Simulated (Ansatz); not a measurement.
KBr (Pm-3m) from a database of computed structures, relaxed with r2SCAN: space group Pm-3m (No. 221), cubic; conventional cell a = 3.976 Å, 31.42 Å³ an atom. Around K lie 8 Br at 3.44 Å; around Br lie 8 K at 3.44 Å. One-shot G0W0@r2SCAN in the plane-wave code Ansatz on a 4×4×4 mesh (contour deformation, no spin-orbit coupling), from an r2SCAN gap of 4.765 eV over the mesh points (the G0W0 gap is indirect on the mesh); the number N of bands summed and the screening cutoff rise together. Calculated for a static, non-magnetic cell.

```
  N  cutoff (eV)  1000/N  G0W0 gap (eV)
110           80   9.091          6.512
244          140   4.098          6.724
```

Lay a straight line in 1000/N through these rows.
The slope is -0.0425 eV per unit of 1000/N and the intercept 6.898 eV.

Predict the gap at N = 442 (210 eV).
6.898 + (-0.0425) × 2.262 = 6.802 eV; the run gives 6.802 eV, 0.000 eV from the line.

With that run's result added, what limit do the last two rows suggest?
Their slope is (6.802 − 6.724)/(2.262 − 4.098) = -0.0425, which meets 1/N = 0 at 6.90 eV, against 6.898 eV from the first line. The two lines nearly agree; the k mesh isn't extrapolated.

Spin-orbit coupling is left out.
